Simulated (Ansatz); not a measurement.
## One atom moved over a plane in AlNi₃

The calculation used DFT PBEsol, scalar-relativistic, plane waves, PAW (Ansatz). Cutoff 420 eV, Γ-centred 14×14×14 k-points, Gaussian smearing of 0.15 eV. No spin polarisation. A magnetic state may lie lower. Energies are free energies at this smearing, counted from the undisturbed cell; pressure is positive in compression.

The starting cell (relaxed at this level; with this scan's settings it stands at 0.1 GPa; it needn't be the usual structure):

```
Al Ni
1.0
     0.00000    2.79841    2.79841
     2.79841    0.00000    2.79841
     2.79841    2.79841    0.00000
Al Ni
1 3
Direct
  0.50000 0.50000 0.50000
  0.25000 0.25000 0.25000
  0.00000 0.00000 0.00000
  0.75000 0.75000 0.75000
```

Atom 1 (Al) is moved by p along (0.707, 0.707, 0.000) and q along (0.000, 0.000, 1.000) (Å), all else fixed. Points are written (p, q).

p was sampled at -0.600, -0.300, 0.000, 0.300, 0.600 and q at -0.600, -0.300, 0.000, 0.300, 0.600.

Q: Where on the computed points is the energy highest, and how high?

A: At (-0.600, -0.600), (-0.600, 0.600), (0.600, -0.600), (0.600, 0.600): 5.70 eV/cell.

Q: Away from (0, 0), which computed point is lowest?

A: (0.000, -0.300), (0.000, 0.300): 0.42 eV/cell.

The map, in eV/cell:

```
 p \ q  -0.600  -0.300  0.000  0.300  0.600
-0.600    5.70    2.96   2.02   2.96   5.70
-0.300    2.53    0.96   0.44   0.96   2.53
 0.000    1.72    0.42   0.00   0.42   1.72
 0.300    2.53    0.96   0.44   0.96   2.53
 0.600    5.70    2.96   2.02   2.96   5.70
```